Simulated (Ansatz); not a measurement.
## Pb (P6_3/mmc)

Level of theory: DFT r2SCAN, scalar-relativistic, plane waves, PAW (Ansatz 0.2.0).

Plane waves to 500 eV, a k mesh through Γ of 15×15×8 on the computed 2-atom cell and Gaussian smearing (0.10 eV); no spin polarisation.

The structure is relaxed at this level of theory with its symmetry kept. This form isn't the element's structure at ambient conditions.

```
Pb
1.0
     3.51392    0.00000    0.00000
    -1.75696    3.04314    0.00000
     0.00000    0.00000    5.79699
Pb
2
Direct
  0.33333 0.66667 0.25000
  0.66667 0.33333 0.75000
```

Question: Formation energy from the elements' standard states (uncorrected)?

Answer: +0.008 eV/atom.

Question: Density of states at the Fermi level?

Answer: 1.03 states/eV per cell.

Question: Löwdin character within 0.5 eV of the Fermi level?

Answer: Pb 6p 87 %, Pb 6s 10 %.

Question: Bulk modulus?

Answer: 45 GPa.

Question: Its pressure derivative?

Answer: 5.0.

Question: Bader charges (e)?

Answer: Pb (2 in the cell) 0.00.

Spin-orbit coupling is left out, which matters for the bands of heavy elements.